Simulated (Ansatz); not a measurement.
## simple cubic against fcc along groups 8 to 10

Computed with Ansatz 0.2.0, DFT, PBEsol, plane waves (420 eV) with PAW, scalar-relativistic. The PAW files were generated under PBE, with cores re-solved for the functional.

Each structure is relaxed within its symmetry, in the lowest magnetic state of the tried starts. Differences under about 8 meV lie within the error of the k-point mesh.

```csv
element,E(simple cubic) − E(fcc) (meV/atom),V(simple cubic) (Å³/atom),V(fcc) (Å³/atom),state of simple cubic,state of fcc
Fe,827,12.63,10.16,ferromagnetic,antiferromagnetic
Ru,?,?,?,?,?
Os,1497,16.21,13.96,spin not included,spin not included
Co,844,12.10,10.44,ferromagnetic,ferromagnetic
Rh,890,15.64,13.51,spin not included,non-magnetic
Ir,1106,16.44,14.06,spin not included,non-magnetic
Ni,773,11.98,10.39,ferromagnetic,ferromagnetic
Pd,601,16.91,14.59,spin not included,spin not included
Pt,544,17.34,15.05,spin not included,spin not included
```

(1) Fill in the row of Ru.

Answers

(1) E(simple cubic) − E(fcc) (meV/atom): 1108; V(simple cubic) (Å³/atom): 15.27; V(fcc) (Å³/atom): 13.40; state of simple cubic: spin not included; state of fcc: spin not included.
